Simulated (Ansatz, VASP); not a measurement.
One calculation of Ge, two programs

Contents of POSCAR:

```
Ge
1.0
    1.3782662934     -2.5653695835      0.0000000000
    1.3782662934      2.5653695835      0.0000000000
    0.0000000000      0.0000000000      2.6617639486
Ge
1
Direct
    0.5000000000      0.5000000000      0.0000000000
```

INCAR.step1

```
PREC     = Accurate       # precision mode
ENCUT    = 520            # plane-wave cutoff, eV
ISMEAR   = -1             # smearing method
SIGMA    = 0.05           # smearing width, eV
LREAL    = False          # projectors in reciprocal space
LASPH    = True           # aspherical terms in the spheres
NELM     = 100            # most SCF steps
NBANDS   = 13             # bands
GGA      = PE             # functional
ALGO     = Normal         # electronic algorithm
EDIFF    = 1E-4           # SCF threshold, eV
LWAVE    = True           # write WAVECAR
LCHARG   = False          # write CHGCAR
```

INCAR.step2

```
PREC     = Accurate       # precision mode
ENCUT    = 520            # plane-wave cutoff, eV
EDIFF    = 1E-6           # SCF threshold, eV
ISMEAR   = -1             # smearing method
SIGMA    = 0.05           # smearing width, eV
LREAL    = False          # projectors in reciprocal space
LASPH    = True           # aspherical terms in the spheres
NELM     = 100            # most SCF steps
ALGO     = Normal         # electronic algorithm
ISIF     = 2              # what is computed and relaxed
LWAVE    = False          # write WAVECAR
LCHARG   = False          # write CHGCAR
METAGGA  = R2SCAN         # meta-GGA
LMIXTAU  = True         
NBANDS   = 13             # bands
ISTART   = 1
```

The input KPOINTS:

```
regular mesh
0
Gamma
  11 11 10
```

input.yaml

```yaml
crystal:
  lattice:
    - [1.3782662934, -2.5653695835, 0.0]
    - [1.3782662934, 2.5653695835, 0.0]
    - [0.0, 0.0, 2.6617639486]
  atoms:
    - { symbol: Ge, position: [0.5, 0.5, 0.0] }
hamiltonian:
  xc: r2scan
  pseudopotentials: { kind: paw }
kpoints:
  mp_grid: { grid: [11, 11, 10] }
scf:
  occupations: { method: fermi_dirac, width: 0.05 }
output:
  forces: true
  stress: true
  eigenvalues: true
  write_density: true
  write_potential: true
  elf: true
  volumetric_format: npy
```

This isn't the form of Ge at room conditions, which is diamond.

Alike in both runs: task single point; functional r2SCAN; k mesh 11 × 11 × 10; occupations fermi-dirac, width 0.05 eV; no spin polarisation.

```csv
,VASP,Ansatz
version,VASP 6.6.1,Ansatz 0.2.0
potentials or method,"VASP PAW PBE potentials, release 64 (Ge_d)",Ansatz PAW
plane-wave cutoff (eV),520,500
valence electrons in the cell,14,14
```

|  | VASP | Ansatz | Ansatz less VASP |
| --- | --- | --- | --- |
| gap on the k mesh at the Fermi level (eV) | none | none | - |
| pressure (GPa) | -0.6 | -0.3 | +0.25 |
| largest component of the traceless stress (GPa) | 1.59 | 1.55 | -0.047 |

A gap of «none» marks a metal or a gap that the smearing closes. The functional is the same, so the differences come from potentials, cutoffs and numerics.

Caveats: the PAW data sets were made with another functional, which shifts forces and pressure a little (VASP); the PAW data sets come from PBE, with cores solved anew for the run's functional, which leaves a small shift of forces and pressure (Ansatz).
